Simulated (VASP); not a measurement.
In:

```xyz
1
Lattice="-1.6255 1.6255 2.4737 1.6255 -1.6255 2.4737 1.6255 1.6255 -2.4737" Properties=species:S:1:pos:R:3 pbc="T T T"
In    0.0000    0.0000    0.0000
```

Base run:

```yaml
Program: VASP 6.6.1
Functional: PBEsol
Potentials_or_basis: VASP PAW PBE potentials, release 64 (In_d)
Cutoff: 700 eV
k_mesh: 14 × 14 × 14
Occupations: fermi-dirac, width 0.05 eV
Spin: no spin polarisation
```

Its results: band gap on the k mesh none (metal or under the smearing width); pressure -1.0 GPa.

Problem. The run is repeated on the same cell with these changes: functional from PBEsol to PBE; cutoff from 700 eV to 520 eV. What comes out?

Solution. Band gap on the k mesh none (metal or under the smearing width); pressure 1.9 GPa.

PBE binds less tightly than PBEsol, so the same cell stands under more pressure.

Caveats: the PAW data sets were made with another functional, which shifts forces and pressure a little (some runs).
